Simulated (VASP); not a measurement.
# GaN: G0W0 on PBE, by volume over the given one and cell

GaN, Fm-3m (no. 225), 2 atoms in the cell. PBE, GW; PAW potentials Ga_d_GW, N_GW (PBE set).

| Volume over the given one | Cell | Quasiparticle gap on the mesh (eV) | Gap of the starting point on the mesh (eV) | Quasiparticle gap at the zone centre (eV) | Starting gap at the zone centre (eV) | Correction of the gap between the band edges on the mesh (eV) | Time (s) |
|---|---|---|---|---|---|---|---|
| 0.94 | scale = 0.94 | 1.85 | 0.88 | 4.19 | 3.11 | 0.97 | 23 |
| 0.97 | scale = 0.97 | 1.58 | 0.67 | 3.71 | 2.71 | 0.90 | 22 |
| 1 | as given | 1.33 | 0.48 | 3.28 | 2.33 | 0.85 | 27 |
| 1.03 | scale = 1.03 | 1.09 | 0.30 | 2.86 | 1.98 | 0.79 | 28 |

Limits: the mesh is coarse: the screening isn't converged, and the gap may still move by about 0.1 eV.

## Input of the first row

INCAR.step1:
```
SYSTEM = GaN
PREC     = Accurate       ! precision mode
ENCUT    = 500            ! plane-wave cutoff, eV
ISMEAR   = 0              ! smearing method
SIGMA    = 0.05           ! smearing width, eV
LASPH    = .TRUE.         ! aspherical terms in the spheres
LREAL    = .FALSE.        ! projectors in reciprocal space
GGA      = PE             ! functional
ALGO     = Normal         ! electronic algorithm
EDIFF    = 1E-8           ! SCF threshold, eV
NELM     = 150            ! most SCF steps
LWAVE    = .TRUE.         ! write WAVECAR
LCHARG   = .FALSE.        ! write CHGCAR
KPAR     = 4             
```

INCAR.step2, as INCAR.step1 but for:
```
- ALGO = Normal
- NELM = 150
+ ALGO = Exact
+ NELM = 1
+ ISTART = 1
+ NBANDS = 124
+ LOPTICS = .TRUE.
```

INCAR.step3, as INCAR.step2 but for:
```
- ALGO = Exact
- NELM = 1
- EDIFF = 1E-8
- LWAVE = .TRUE.
- LOPTICS = .TRUE.
+ ALGO = EVGW0
+ NBANDSGW = 13
+ ENCUTGW = 200
+ NOMEGA = 48
+ PRECFOCK = Fast
+ LWAVE = .FALSE.
+ NELMGW = 1
```

KPOINTS:
```
k-points
0
Gamma
  4 4 4
```

POSCAR:
```
GaN
1.0
    0.0000000000      2.0916465448      2.0916465448
    2.0916465448      0.0000000000      2.0916465448
    2.0916465448      2.0916465448      0.0000000000
Ga N
1 1
Direct
    0.0000000000      0.0000000000      0.0000000000
    0.5000000000      0.5000000000      0.5000000000
```

Commands (each step's output is kept before the next begins):
```
cat potpaw_PBE.64/Ga_d_GW/POTCAR potpaw_PBE.64/N_GW/POTCAR > POTCAR
cp INCAR.step1 INCAR
mpirun -np 4 vasp_std > vasp.out
cp INCAR.step2 INCAR
mpirun -np 4 vasp_std > vasp.out
cp INCAR.step3 INCAR
mpirun -np 4 vasp_std > vasp.out
```

VASP 6.6.1 took 23 s on 4 cores (Intel Xeon Platinum 8259CL @ 2.50GHz (Skylake/Cascade Lake)), a shared host.
